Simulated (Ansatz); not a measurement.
# What DFT gives for Be

```
Be
1.0
    -1.25566    1.25566    1.25566
     1.25566   -1.25566    1.25566
     1.25566    1.25566   -1.25566
Be
1
Direct
  0.00000 0.00000 0.00000
```

Method: r2SCAN, no spin polarisation; PAW, plane waves to 500 eV, 19×19×19 Γ-centred mesh, fermi-dirac occupations (width 0.1 eV) (Ansatz 0.2.0), atoms fixed.

- Stress: The pressure is -1.4 GPa (compression positive), so with the atoms held at these fractions the cell would first shrink.
- Electronic structure: It is a metal, with about 0.11 states/eV a cell as the mean within 0.25 eV of the Fermi level.

Origin: a known structure type with other elements, at an estimated volume, so it need not be a known compound.
